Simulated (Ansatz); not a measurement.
# PbS (Galena) (Fm-3m) in Ansatz: further runs, part 2 of 2

Ansatz 0.2.0. Earlier steps stand in the parts before.

## (3) Phonons, PBEsol

File input.yaml:

```yaml
crystal:
  lattice:
    - [0.0, 2.96575, 2.96575]
    - [2.96575, 0.0, 2.96575]
    - [2.96575, 2.96575, 0.0]
  atoms:
    - { symbol: Pb, position: [0.0, 0.0, 0.0] }
    - { symbol: S, position: [0.5, 0.5, 0.5] }
hamiltonian:
  xc: pbesol
  pseudopotentials: { kind: paw }
kpoints:
  mp_grid: { grid: [6, 6, 6] }
scf:
  occupations: { method: fixed }
phonons:
  method: dfpt
  dielectric: true
  rigid_motions: translations
  qmesh: [2, 2, 2]
  temperatures: { t_max: 1000, t_step: 100 }
  qpath:
    path:
      - [[0.0, 0.0, 0.0], [0.5, 0.0, 0.5], [0.5, 0.25, 0.75], [0.375, 0.375, 0.75], [0.0, 0.0, 0.0], [0.5, 0.5, 0.5], [0.625, 0.25, 0.625], [0.5, 0.25, 0.75], [0.5, 0.5, 0.5], [0.375, 0.375, 0.75]]
      - [[0.625, 0.25, 0.625], [0.5, 0.0, 0.5]]
    npoints: 8
```

Potentials or basis: Ansatz PAW.

On the command line:

```
ansatz run input.yaml --threads 2 --pin off --max-ram 5632MiB --backend cpu --events-out ev --progress --plain --runs-dir out
```

Standard output:

```text
Warning: RAYON_NUM_THREADS=2 ignored (pool sized by the plan → 2); use --threads N
Engine: ansatz 0.2.0, aarch64-unknown-linux-gnu
Pseudopotentials: kind: paw
Pseudopotential: Pb, paw, valence charge 14, recommended cutoff 420 eV (normal), Pb.paw.azcp
Pseudopotential: S, paw, valence charge 6, recommended cutoff 420 eV (normal), S.paw.azcp
Functional definition: PBEsol
  exchange = pbesol_x
  correlation = pbesol_c
Crystal: 2 atoms, lattice volume = 52.172 Å³
Basis set: ecut = 420 eV, 965 PW (Γ), exchange–correlation on 60×60×60 points (8 copies of the dense FFT grid, shifted against one another)
Bands: 14, of which v1, the nominal top of the filled ones, is band 10 counted from 1 (9 counted from 0)
Symmetry: 48 space group operations
k-points: 30 of 216 (irreducible under 8 space group operations, time reversal used)
Non-local potential: Pb, projectors of the file, l = 0: 2, l = 1: 2, l = 2: 2, l = 3: 2
Non-local potential: S, projectors of the file, l = 0: 2, l = 1: 2, l = 2: 2
PAW form: soft (Blöchl's): semilocal exchange-correlation on the pseudo side does not see the compensation charge
PAW frozen core: Pb, regenerated for the run's functional, and the local potential with it (the file was generated under x = pbe(κ = 0.804, μ = 0.2195149727645171), c = pbe(β = 0.06672455060314922))
PAW frozen core: S, regenerated for the run's functional, and the local potential with it (the file was generated under x = pbe(κ = 0.804, μ = 0.2195149727645171), c = pbe(β = 0.06672455060314922))
PAW one-centre angular grid: Pb, 590 points (default); XC on 64 Gauss nodes
PAW one-centre angular grid: S, 110 points (default); XC on 64 Gauss nodes
Initial density: superposition of atomic densities (neutral atoms: chi_scale 0, normalization atom), corrected by the library's trained network
Initial wavefunctions: pseudopotential atomic-orbital guess
Functional: x = pbesol(κ = 0.804, μ = 0.12345679012345678), c = pbesol(β = 0.046)
SCF iter   1: F=—  HF=-12640.932434 eV  |F-HF|=—  |Δ(HF+E_count)|=         —  Δρ=4.25e-3  dr2=1.81e-2  ethr=1.77e-3  ⟨swp⟩=4.8  Hψ=2054  notcnv=0  defer=40
preconditioner: auto → none  [insulator: Δε(μ)=0.191 eV  Ē_g=15.352 eV  n_scr=14 (ndim 8)  ℏωp=23.0 eV  f_vac=0.000  ε∞_Penn≈3.2]
SCF iter   2: F=—  HF=-12640.926573 eV  |F-HF|=—  |Δ(HF+E_count)|=   5.86e-3  Δρ=1.81e-3  dr2=2.98e-3  ethr=9.07e-5  ⟨swp⟩=2.5  Hψ=851  notcnv=0  defer=54
SCF iter   3: F=—  HF=-12640.925656 eV  |F-HF|=—  |Δ(HF+E_count)|=   9.18e-4  Δρ=4.38e-4  dr2=9.70e-5  ethr=1.49e-5  ⟨swp⟩=2.7  Hψ=639  notcnv=0  defer=54
SCF iter   4: F=—  HF=-12640.925661 eV  |F-HF|=—  |Δ(HF+E_count)|=   5.36e-6  Δρ=1.26e-4  dr2=4.82e-6  ethr=4.85e-7  ⟨swp⟩=2.1  Hψ=639  notcnv=0  defer=43
SCF iter   5: F=—  HF=-12640.925660 eV  |F-HF|=—  |Δ(HF+E_count)|=   1.33e-6  Δρ=8.30e-5  dr2=4.16e-6  ethr=2.41e-8  ⟨swp⟩=2.0  Hψ=720  notcnv=0  defer=10
SCF iter   6: F=—  HF=-12640.925660 eV  |F-HF|=—  |Δ(HF+E_count)|=   4.19e-7  Δρ=3.57e-5  dr2=7.63e-7  ethr=2.08e-8  ⟨swp⟩=2.4  Hψ=697  notcnv=0  defer=6
SCF iter   7: F=—  HF=-12640.925660 eV  |F-HF|=—  |Δ(HF+E_count)|=   2.73e-7  Δρ=6.20e-6  dr2=2.24e-8  ethr=3.82e-9  ⟨swp⟩=2.0  Hψ=630  notcnv=0  defer=4
SCF iter   8: F=—  HF=-12640.925660 eV  |F-HF|=—  |Δ(HF+E_count)|=   1.12e-8  Δρ=6.29e-7  dr2=2.03e-10  ethr=1.12e-10  ⟨swp⟩=2.0  Hψ=714  notcnv=0  defer=4
SCF iter   9: F=-12640.925660 eV  HF=-12640.925660 eV  |F-HF|=1.82e-12  |Δ(HF+E_count)|=  8.00e-11  Δρ=4.23e-8  dr2=9.47e-13  ethr=1.00e-12  ⟨swp⟩=7.3  Hψ=2476  notcnv=0
SCF 1 converged in 9 iterations: F = -12640.925660 eV  dr2 = 9.47e-13
NSCF: frozen V_eff on 6 k-points
DFPT response loops at Γ: preconditioner auto → none (the input reference at scf.mixing.eps_inf says where Resta's filter doesn't serve); β = 0.50; Broyden in place of MSR1
── the response to a field inside a basis, on 10×10×10 k-points: an SCF that follows is theirs, and a resumed run solves both again ──
Bands: 11, of which v1, the nominal top of the filled ones, is band 10 counted from 1 (9 counted from 0)
k-points: 110
Initial density: handed on by an earlier stage of this run
Initial wavefunctions: pseudopotential atomic-orbital guess (no wavefunctions were taken with the density)
Eigensolver: Dense (110 Hₖ)
SCF iter   1: F=—  HF=-12640.920950 eV  |F-HF|=—  |Δ(HF+E_count)|=         —  Δρ=1.98e-4  dr2=3.14e-5  ethr=1.00e-1
preconditioner: auto → none  [insulator: Δε(μ)=0.279 eV  Ē_g=13.382 eV  n_scr=14 (ndim 8)  ℏωp=23.0 eV  f_vac=0.000  ε∞_Penn≈4.0]
SCF iter   2: F=—  HF=-12640.920944 eV  |F-HF|=—  |Δ(HF+E_count)|=   5.57e-6  Δρ=8.79e-5  dr2=5.66e-6  ethr=1.57e-7
[... 13 lines left out ...]
Harris-Foulkes:  -12640.925660 eV  (|F-HF|=1.82e-12)
Internal energy: -12640.925660 eV  (E = F + TS)
E sigma→0 (E₀):  -12640.925660 eV
Fermi energy:    8.314531 eV
--- Per-component energies (eV) ---
  E_band       = -57.391263
  E_kinetic    = 393.094114
  E_local      = -1222.643433  (includes V_loc(G=0)·N_el)
  E_nonlocal   = 380.789343
  E_hartree    = 473.931035
  E_xc         = -315.455393
  E_vxc        = -220.315484  (∫ρ·V_xc dr)
  E_paw        = -10837.409040  (= ΣΔE_a)
  E_vpaw       = -336.177888  (= ΣTr[D̂ρ^β])
  E_aug_tail   = 0.000050  (compensation charges beyond the density's cutoff)
  E_ewald      = -1513.356403
  E_core_change = 0.124066  (= ΣΔE_core)
  E_smearing   = -0.000000  (= −TS)
  E_closure    = 0.000000  (closes the sum)
  Σ components = -12640.925660   (vs F -12640.925660, Δ=0.00e0)
--- Band table (eV; the first three rows and the last of 30) ---
  k-point 0: bands = ["-8.4428", "-8.4428", "-8.4428", "-8.4308", "-8.4308", "-5.2923", "2.2623", "6.1381", "6.1381", "6.1381", "13.4772", "13.4772", "13.4772", "14.9165"]
  k-point 1: bands = ["-8.4424", "-8.4424", "-8.4417", "-8.4274", "-8.4274", "-5.0558", "1.5098", "6.2120", "6.2120", "6.6839", "11.6466", "12.2688", "12.2688", "14.8394"]
  k-point 2: bands = ["-8.4567", "-8.4567", "-8.4403", "-8.4053", "-8.4053", "-4.4537", "0.1561", "6.4042", "6.4042", "7.5584", "9.7023", "10.8021", "10.8021", "15.5204"]
  k-point 29: bands = ["-8.5570", "-8.4480", "-8.4214", "-8.4035", "-8.3803", "-3.5572", "0.4921", "3.4279", "4.3030", "6.4993", "11.4177", "12.4650", "13.3483", "15.1084"]
--- Phonons (Γ-DFPT): 2 representative perturbations + reference, on 30 of 216 k-points (Σ response iterations 6) ---
  k mesh reduced under 8 symmetry operations, with k and −k counted as one. Each operation leaves every solved perturbation unchanged. A smaller set is not considered because the run solves the response to a homogeneous field
  ASR residual: 6.440e-5 → 0.000e0 eV/Å²; symmetrization residual: 1.081e-6 eV/Å²
  ASR residual per site (eV/Å²): 6.44e-5 3.86e-6
  Γ frequencies (cm⁻¹): -27.91 -27.91 -27.91 0.00 0.00 0.00
  ε∞ (high-frequency dielectric tensor):
       18.997518     0.000000     0.000000
        0.000000    18.997518     0.000000
        0.000000     0.000000    18.997518
  softest optical mode at Γ: -27.91 cm⁻¹; the repairs (sum rule, projections) moved no ω² at Γ by more than (0.37 cm⁻¹)²
  Born effective charges Z* (e; rows j = field, columns β = displacement):
    site 0:
         4.42649    0.00000   -0.00000
        -0.00000    4.42649    0.00000
        -0.00000    0.00000    4.42649
    site 1:
        -4.42649   -0.00000    0.00000
         0.00000   -4.42649   -0.00000
         0.00000   -0.00000   -4.42649
  Z* charge neutrality: 3.573e-3 e pre-enforcement
  solved inside a basis spanned on kpoints, on 10×10×10 k-points transformed towards the longest dipole: ε∞ is read to err by 7.1e-2, Z* by 2.5e-2 e (field_mesh: kpoints solves on kpoints); Z* is corrected for what the basis lacks
  optical modes at Γ without the LO–TO term, one row a degenerate level:
      ω (cm⁻¹)  modes    IR ((D/Å)²/amu)
        -27.91      3            48.8449
  optical modes at Γ + LO–TO along q̂ = [1.0000, 0.0000, 0.0000]:
      ω (cm⁻¹)  modes    IR ((D/Å)²/amu)
        -27.91      2            32.5633
        185.09      1            16.2816
  optical modes at Γ + LO–TO along q̂ = [0.0000, 1.0000, 0.0000]:
      ω (cm⁻¹)  modes    IR ((D/Å)²/amu)
        -27.91      2            32.5633
        185.09      1            16.2816
  optical modes at Γ + LO–TO along q̂ = [0.0000, 0.0000, 1.0000]:
      ω (cm⁻¹)  modes    IR ((D/Å)²/amu)
        -27.91      2            32.5633
        185.09      1            16.2816
--- Phonons (arbitrary-q DFPT): 3 irreducible q on the 2×2×2 mesh ---
  q = [0.0000, 0.0000, 0.0000] (star 1, of the zone-centre solve; hermiticity 2.72e-5, symmetrization 8.20e-12): -27.91 -27.91 -27.91 -0.00 0.00 0.00
  q = [0.0000, 0.0000, -0.5000] (star 4, 2 solved perturbations on 68 of 216 k-point pairs; hermiticity 2.31e-14, symmetrization 2.59e-12): 51.49 51.49 104.76 191.12 191.12 228.60
  q = [0.0000, -0.5000, -0.5000] (star 3, 4 solved perturbations in 152 linear systems a pass and spin channel, the states on 46 of 216 k-point pairs; hermiticity 5.47e-7, symmetrization 3.19e-12): -22.14 38.04 38.04 64.82 90.98 90.98
  sum rule: each row above includes the acoustic sum rule's correction from the zone centre's row sums; it moved no ω² by more than (0.29 cm⁻¹)²
  mesh force constants: q→R imaginary residual 1.01e-17; ASR residual 6.440e-5 → 0.000e0 eV/Å²; symmetrization residual 2.220e-15 eV/Å²
  interpolated dispersion: 83 rows × 6 modes
  density of states and harmonic sums: on the 18×18×18 q-mesh, interpolated from the force constants of a 2×2×2 supercell (with the dipole–dipole term)
  largest difference from the sums on the solved wave vectors: F 2.01e-1 eV, S 2.97e-4 and C_V 9.63e-5 eV/K
  zero-point energy: 0.038795 eV/cell   skipped modes (ω ≤ 0): 10, of them read as no rigid motion or as one in doubt: 7 (5.830e-3 modes/cell left out, lowest -27.91 cm⁻¹)   left out of the sums: 1.06e-3 of the cell's modes: C_V's classical limit lies that fraction below 3 k_B per atom; for a crystal, a wire or a layer, F and S can be off by more, and a phonons.interpolated_qmesh denser along its periods is the remedy for the sampling
```

Wall time 36 s (2 threads of Arm Neoverse V1, shared host); peak memory 0.59 GiB.

What came out:

| Quantity | Value |
| --- | --- |
| Free energy | -12640.9257 eV |
| Band gap on the k mesh | 0.25 eV, direct |
| Highest phonon frequency, LO-TO splitting left out | 229 cm⁻¹ |
| Most unstable mode | 28i cm⁻¹ |

Phonon frequencies in cm⁻¹ (negative: imaginary):
```tsv
q point	frequencies
(0.000, 0.000, 0.000)	-28 -28 -28 0 0 0
(0.000, 0.000, -0.500)	51 51 105 191 191 229
(0.000, -0.500, -0.500)	-22 38 38 65 91 91
```

Caveat: some modes are imaginary; spin-orbit coupling is left out, which as a rule narrows the gap of such compounds by several tenths of an eV; the q mesh is small, so phonon branches between its points and thermal values are rough; the PAW data sets come from PBE, with cores solved anew for the run's functional, which leaves a small shift of forces and pressure.

## (4) Elastic constants, PBEsol

File input.yaml:

```yaml
crystal:
  lattice:
    - [0.0, 2.96575, 2.96575]
    - [2.96575, 0.0, 2.96575]
    - [2.96575, 2.96575, 0.0]
  atoms:
    - { symbol: Pb, position: [0.0, 0.0, 0.0] }
    - { symbol: S, position: [0.5, 0.5, 0.5] }
hamiltonian:
  xc: pbesol
  pseudopotentials: { kind: paw }
kpoints:
  mp_grid: { grid: [6, 6, 6] }
scf:
  occupations: { method: fixed }
output:
  forces: true
  stress: true
elastic:
  mode: relaxed_ion
  stencil: two_point
```

On the command line:

```
ansatz run input.yaml --threads 2 --pin off --max-ram 5632MiB --backend cpu --events-out ev --progress --plain --runs-dir out
```

Run time: 4.1 s. Hardware: 2 threads of Arm Neoverse V1, shared host; peak memory 0.34 GiB.

Results (log left out):

- Free energy: -12640.9257 eV
- Pressure: -0.9 GPa
- Band gap on the k mesh: 0.25 eV, direct
- Elastic constants C11, C12, C44: 140, 15, 20 GPa
- Voigt bulk modulus: 56 GPa

Levels at points of the mesh, in eV from the valence-band top:
```tsv
k point	band 7	band 8	band 9	band 10	band 11	band 12	band 13	band 14
(0.00, 0.00, 0.00)	-6.05	-2.18	-2.18	-2.18	5.16	5.16	5.16	6.60
(0.00, 0.00, -0.50)	-8.89	-1.78	-1.78	0.00	0.25	1.89	1.89	8.49
(0.00, -0.50, -0.50)	-7.23	-5.26	-3.47	-3.47	3.71	5.52	5.64	5.64
```

Elastic tensor in Voigt notation (GPa, in the Cartesian axes of the cell as first typed):
```
140  15  15   0   0   0
 15 140  15   0   0   0
 15  15 140   0   0   0
  0   0   0  20   0   0
  0   0   0   0  20   0
  0   0   0   0   0  20
```

Caveat: spin-orbit coupling is left out, which as a rule narrows the gap of such compounds by several tenths of an eV; the PAW data sets come from PBE, with cores solved anew for the run's functional, which leaves a small shift of forces and pressure. A k mesh can miss the band edges.

## (5) Overview

```tsv
task	k mesh	q mesh	points for each segment of the path	atoms under strain	gap on the mesh (eV)
Born charges and dielectric tensor	8 × 8 × 8	-	-	-	0.25
phonons	6 × 6 × 6	2 × 2 × 2	8	-	0.25
elastic constants	6 × 6 × 6	-	-	relaxed	0.25
```

Alike in all rows: level PBEsol; potentials or basis Ansatz PAW; no spin polarisation; cell as given; cutoff (eV) 420; smearing fixed.

On the cell as given the gap runs from 0.25 eV (PBEsol) to 0.25 eV (PBEsol); the meshes differ, which moves gaps too.

Caveats: spin-orbit coupling is left out, which as a rule narrows the gap of such compounds by several tenths of an eV; the PAW data sets come from PBE, with cores solved anew for the run's functional, which leaves a small shift of forces and pressure; the gap is small at this level, which inflates the dielectric constant (some runs); some modes are imaginary (some runs).

Total energies depend on the potentials used, so only differences within one code and one set of settings carry meaning.

## (6) How close it comes

Step 2. Against the measured high-frequency dielectric constant of PbS, 17.2 (300 K; a printed reference work, monograph), the calculated 19.00 is off by +10.4 %.
